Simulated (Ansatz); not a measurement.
Runs of Ansatz 0.2.0 on SrCl2. Symmetry: Fm-3m, No. 225, cubic system. The conventional cell has a = 6.977 Å, b = 6.977 Å, c = 6.977 Å, α = 90.00°, β = 90.00°, γ = 90.00°. Sr (site symmetry m-3m) is surrounded by 8 Cl at 3.02 Å. Cl (site symmetry -43m) is surrounded by 4 Sr at 3.02 Å. 

```tsv
task	level	k mesh	cutoff (eV)	smearing	points for each segment of the path	gap on the mesh (eV)	V0 of scaled cells (Å³/atom)	B0 (GPa)
band structure	r2SCAN	7 × 7 × 7	500	fermi-dirac 0.05 eV	14	(a)	-	-
phonons	PBE	6 × 6 × 6	420	fixed	-	5.34	-	-
equation of state	PBEsol	7 × 7 × 7	420	fermi-dirac 0.05 eV	-	-	27.47	38
equation of state	r2SCAN	7 × 7 × 7	500	fermi-dirac 0.05 eV	-	-	28.52	38
Born charges and dielectric tensor	PBE	6 × 6 × 6	420	fixed	-	5.34	-	-
```

Alike in all rows: potentials or basis Ansatz PAW; no spin polarisation; cell as given.

**Question.** Fill in the values left out.

**Answer.** (a) 6.00.

Caveats: the PAW data sets come from PBE, with cores solved anew for the run's functional, which leaves a small shift of forces and pressure (some runs); the PAW data sets were made with another functional, which shifts forces and pressure a little (some runs).

A k mesh can miss the band edges, and the runs leave out spin-orbit coupling on Sr.
